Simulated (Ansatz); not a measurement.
Ti2Co:

```
Co Ti
1.0
     0.00000    3.36500    3.36500
     3.36500    0.00000    3.36500
     3.36500    3.36500    0.00000
Co Ti
2 4
Direct
  0.75000 0.75000 0.75000
  0.50000 0.50000 0.50000
  0.12500 0.62500 0.12500
  0.12500 0.12500 0.62500
  0.62500 0.12500 0.12500
  0.12500 0.12500 0.12500
```

- Program: Ansatz 0.2.0
- Task: relaxation of cell and atoms
- Functional: LDA
- Potentials or basis: Ansatz PAW
- Cutoff: 420 eV (not typed: the program's choice for these potentials)
- k mesh: 7 × 7 × 7
- Occupations: fermi-dirac, width 0.05 eV
- Spin: collinear spin, ferromagnetic start
- Starting moments: [2.0, 2.0, 1.0, 1.0, 1.0, 1.0] μB

At the start: volume 12.70 Å³/atom.

Where does the relaxation end?

It ends after 7 steps and the volume is 13.48 Å³/atom (+6.1 %); space group Fd-3m (No. 227, to 0.05 Å); moment 1.06 μB per cell.

Step by step:
| step | energy change (eV) | largest force (eV/Å) | volume (Å³) |
| --- | --- | --- | --- |
| 1 | 0.0000 | 0.0000 | 76.21 |
| 2 | -0.1084 | 0.0000 | 79.22 |
| 3 | -0.1210 | 0.0000 | 80.67 |
| 4 | -0.1210 | 0.0000 | 80.79 |
| 5 | -0.1261 | 0.0000 | 80.79 |
| 6 | -0.1261 | 0.0000 | 80.88 |
| 7 | -0.1261 | 0.0000 | 80.88 |

Final structure:
```xyz
6
Lattice="0.0000 3.4324 3.4324 3.4324 0.0000 3.4324 3.4324 3.4324 0.0000" Properties=species:S:1:pos:R:3 pbc="T T T"
Co    5.1486    5.1486    5.1486
Co    3.4324    3.4324    3.4324
Ti    2.5743    0.8581    2.5743
Ti    2.5743    2.5743    0.8581
Ti    0.8581    2.5743    2.5743
Ti    0.8581    0.8581    0.8581
```

Caveat: the plane-wave basis is chosen anew once the cell has moved, so the energies of steps on either side of that aren't comparable; the PAW data sets come from PBE, with cores solved anew for the run's functional, which leaves a small shift of forces and pressure; the starting moments weren't kept.
